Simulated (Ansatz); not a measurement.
The calculation used Ansatz, DFT PBE, scalar-relativistic, plane waves, PAW. Cutoff 420 eV, Γ-centred meshes of about 0.25 Å⁻¹ or finer for metals and 0.3 Å⁻¹ for insulators (2π included), Gaussian smearing. No spin polarisation.

These are static total energies at zero pressure.

Compare these two cells of BaTe, each relaxed at this level.

A.

```
Ba Te
1.0
     0.00000    3.53334    3.53334
     3.53334    0.00000    3.53334
     3.53334    3.53334    0.00000
Ba Te
1 1
Direct
  0.50000 0.50000 0.50000
  0.00000 0.00000 0.00000
```

B.

```
Ba Te
1.0
     4.80828    0.00000    0.00000
    -2.40414    4.16409    0.00000
     0.00000    0.00000    4.40975
Ba Te
1 1
Direct
  0.00000 0.00000 0.00000
  0.33333 0.66667 0.50000
```

Question: Which is lower in energy, and by how much?

Answer: A is lower, by 118 meV/atom. A has the rock salt type, space group Fm-3m (No. 225), 44.1 Å³/atom and a gap of 1.66 eV on its mesh; B has the tungsten carbide type, space group P-6m2 (No. 187), 44.1 Å³/atom and a gap of 1.52 eV. Counting Te atoms around Ba (those within 1.25 times the shortest such distance or 1.15 times the sum of covalent radii, 1.27 where that leaves under three), A and B both have Ba 6. Both come from trial cells of a structure search. A has the structure into which a cell as deposited in COD relaxes.

Spin–orbit coupling, which can matter for Te, is left out. Kohn–Sham gaps at this level usually fall short of measured ones. The missing spin–orbit coupling can work the other way here. With atoms moved at random, A came back. B had no clear such test and can be a saddle point.
